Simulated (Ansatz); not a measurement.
A (100) slab of SnO (P4/nmm (No. 129)), 5 planes, outer planes SnO (top) and SnO (bottom), with 10 atoms (Sn5O5) in a surface cell of A = 19.601 Å², as cut from the bulk:

```xyz
10
Lattice="3.8682 0.0000 0.0000 0.0000 5.0673 0.0000 0.0000 0.0000 22.7363" Properties=species:S:1:pos:R:3 pbc="T T T"
Sn    1.9341    3.9082    7.5000
O     0.0000    0.0000    7.5000
Sn    0.0000    1.1591    9.4341
O     1.9341    0.0000    9.4341
Sn    1.9341    3.9082   11.3682
O     0.0000    0.0000   11.3682
Sn    0.0000    1.1591   13.3023
O     1.9341    0.0000   13.3023
Sn    1.9341    3.9082   15.2363
O     0.0000    0.0000   15.2363
```

Method: Ansatz 0.2.0, DFT PBE, scalar-relativistic, plane waves, PAW. Settings: cutoff 420 eV, Γ-centred mesh 9×7×1 on the computed 10-atom cell, Gaussian smearing of 0.05 eV; no spin polarisation.

Against the same 10 atoms in the bulk, the slab as cut lies 1.096 eV higher and the relaxed slab 0.896 eV higher.

Task: Work out the surface energy before and after relaxation.

Result: The slab has two faces, so γ = (E_slab − N·E_bulk)/(2A), the mean of both. As cut: 1.096/(2 × 19.601) = 0.0280 eV/Å², and 1 eV/Å² = 16.02 J/m², so γ = 0.45 J/m². Relaxed: 0.896/(2 × 19.601) = 0.0229 eV/Å² = 0.37 J/m². Relaxation recovers 18 % of the cost of cutting.

Task: What is the ideal work of this cut, per area?

Result: Griffith's ideal work is 2γ: 0.90 J/m² if the new faces stay rigid, 0.73 J/m² if they relax. One thickness was run, 5 planes, so γ can still shift with it.